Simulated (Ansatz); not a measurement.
## Structure relaxation of Y

Theory: Ansatz 0.2.0, DFT PBE, scalar-relativistic, plane waves, PAW. Cutoff 420 eV, Γ-centred k mesh, Gaussian smearing, no spin polarisation in the final step.

The start puts Y on the sites of a reported F cell (C2/m, No. 12), at a guessed volume.

```
CELL_PARAMETERS angstrom
3.69680 -2.20464 0.00000
3.69680 2.20464 0.00000
-2.06485 0.00000 9.57139
ATOMIC_POSITIONS crystal
Y 0.05040 0.05040 0.09960
Y 0.94960 0.94960 0.90040
Y 0.50500 0.50500 0.60000
Y 0.49500 0.49500 0.40000
```

Steps on the 4×4×2 mesh (4 atoms). 12 of 12 steps are shown, and the free energy counts from the last. Trial steps that were taken back and renewals of the plane-wave basis can be among the rows.

```tsv
step	ΔF (meV/atom)	V (Å³/atom)	P (GPa)	largest force component (eV/Å)
1	4044.0	39.00	23.16	22.874
2	1576.9	39.53	0.98	4.585
3	1071.8	36.88	-0.19	3.055
4	619.2	34.39	-0.10	1.563
5	315.6	32.41	1.03	0.583
6	174.2	31.15	2.32	0.285
7	111.2	30.88	2.56	0.236
8	59.5	32.73	0.17	0.220
9	25.8	33.06	-0.15	0.204
10	3.7	33.24	-0.36	0.051
11	0.7	32.88	0.08	0.013
12	0.0	32.88	0.12	0.013
```

The cell was then made exact in the group found at 0.06 Å. A final relaxation ran on a 15×15×15 mesh. The relaxed crystal, R-3m (No. 166):

```
Y
1.0
     1.80579    1.04257   11.52938
    -1.80579    1.04257   11.52938
     0.00000   -2.08514   11.52938
Y
4
Direct
  0.20868 0.20868 0.20868
  0.79132 0.79132 0.79132
  0.37452 0.37452 0.37452
  0.62548 0.62548 0.62548
```

| Property | Result |
| --- | --- |
| Volume per atom | 32.56 Å³ |
| Density | 4.53 g/cm³ |
| Energy over the standard structure | 0.01 eV/atom |
| Gap on the 15×15×15 mesh | 0 eV (a metal) |

Energies count from the standard state of Y at the same level.

The final run used a 15×15×15 mesh on its 4-atom cell and 0.10 eV smearing. For metals, differences of a few meV/atom aren't resolved.

A structure relaxed within its symmetry needn't be a true minimum.